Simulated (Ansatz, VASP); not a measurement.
# LiCl: VASP beside Ansatz

POSCAR

```
LiCl
1.0
    0.0000000000      2.5560369926      2.6071577324
    2.5560369926      0.0000000000      2.6071577324
    2.5560369926      2.5560369926      0.0000000000
Li Cl
1 1
Direct
    0.0000000000      0.0000000000      0.0000000000
    0.5000000000      0.5000000000      0.5000000000
```

File INCAR.step1:

```
PREC     = Accurate       # precision mode
ENCUT    = 520            # plane-wave cutoff, eV
ISMEAR   = 0              # smearing method
SIGMA    = 0.01           # smearing width, eV
LREAL    = False          # projectors in reciprocal space
LASPH    = True           # aspherical terms in the spheres
NELM     = 80             # most SCF steps
NBANDS   = 12             # bands
GGA      = PE             # functional
ALGO     = Normal         # electronic algorithm
EDIFF    = 1E-4           # SCF threshold, eV
LWAVE    = True           # write WAVECAR
LCHARG   = False          # write CHGCAR
```

File INCAR.step2:

```
PREC     = Accurate       # precision mode
ENCUT    = 520            # plane-wave cutoff, eV
EDIFF    = 1E-6           # SCF threshold, eV
ISMEAR   = 0              # smearing method
SIGMA    = 0.01           # smearing width, eV
LREAL    = False          # projectors in reciprocal space
LASPH    = True           # aspherical terms in the spheres
NELM     = 80             # most SCF steps
ALGO     = Normal         # electronic algorithm
ISIF     = 2              # what is computed and relaxed
LWAVE    = False          # write WAVECAR
LCHARG   = False          # write CHGCAR
METAGGA  = R2SCAN         # meta-GGA
LMIXTAU  = True         
NBANDS   = 12             # bands
ISTART   = 1
```

KPOINTS

```
Automatic mesh
0
Gamma
  8 8 8
```

Input for Ansatz:

```yaml
crystal:
  lattice:
    - [0.0, 2.5560369926, 2.6071577324]
    - [2.5560369926, 0.0, 2.6071577324]
    - [2.5560369926, 2.5560369926, 0.0]
  atoms:
    - { symbol: Li, position: [0.0, 0.0, 0.0] }
    - { symbol: Cl, position: [0.5, 0.5, 0.5] }
kpoints:
  mp_grid: { grid: [8, 8, 8] }
  band_path:
    path:
      - [0.0, 0.0, 0.0]
      - [0.5, 0.0, 0.5]
      - [0.625, 0.25, 0.625]
      - [0.375, 0.375, 0.75]
      - [0.5, 0.5, 0.5]
      - [0.5, 0.25, 0.75]
    npoints: 1
hamiltonian:
  xc: r2scan
scf:
  occupations: { method: fixed }
  n_extra_bands: 4
output:
  forces: true
  stress: true
  eigenvalues: true
```

Change from the starting cell: uniaxial_z strain +2.0%.

Alike in both runs: task single point; functional r2SCAN; k mesh 8 × 8 × 8; no spin polarisation.

|  | VASP | Ansatz |
| --- | --- | --- |
| version | VASP 6.6.1 | Ansatz 0.2.0 |
| potentials or method | VASP PAW PBE potentials, release 64 (Li_sv, Cl) | plane waves, PAW |
| plane-wave cutoff (eV) | 520 | 500 |
| occupations | gaussian, width 0.01 eV | fixed |
| valence electrons in the cell | 10 | 10 |

|  | VASP | Ansatz | Ansatz less VASP |
| --- | --- | --- | --- |
| gap on the k mesh at the Fermi level (eV) | 7.20 | 7.14 | -0.065 |

 A k mesh can miss the band edges.
